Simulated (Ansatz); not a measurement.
Input and command of a plane-wave DFT calculation in Ansatz:

```yaml
crystal:
  lattice:
    - [0.0, 3.1616717743, 3.1616717743]
    - [3.1616717743, 0.0, 3.1616717743]
    - [3.1616717743, 3.1616717743, 0.0]
  atoms:
    - { symbol: Ir, position: [0.5, 0.5, 0.5] }
    - { symbol: Ir, position: [0.75, 0.75, 0.75] }
basis:
  ecutwfc: 500
kpoints:
  mp_grid: { grid: [6, 6, 6] }
hamiltonian:
  xc: r2scan
scf:
  occupations: { method: gaussian, width: 0.1 }
output:
  forces: true
  stress: true
  eigenvalues: true
relax:
  adjacent_minimum: "off"
  f_tol: 0.05
  max_steps: 60
  cell: { stress_tol: 0.5 }
```

```bash
ansatz run input.yaml --threads 1 --pin off --max-ram 2560MiB --backend cpu --events-out ev --progress --plain --runs-dir out
```

Processor: Intel(R) Xeon(R) Platinum 8488C (Sapphire Rapids), 1 thread, on a host shared with other jobs.

**Question.** How long does it run, and how much memory does it take?

**Answer.** About 15 s on 1 thread of Intel(R) Xeon(R) Platinum 8488C (Sapphire Rapids) (shared host), peak memory 0.59 GiB. It solves 21 bands at 16 k points (the mesh reduced by the symmetry that the task leaves, which can be less than the crystal's) with about 1067 plane waves (on the last cell), in 38 SCF iterations over 6 ionic steps.
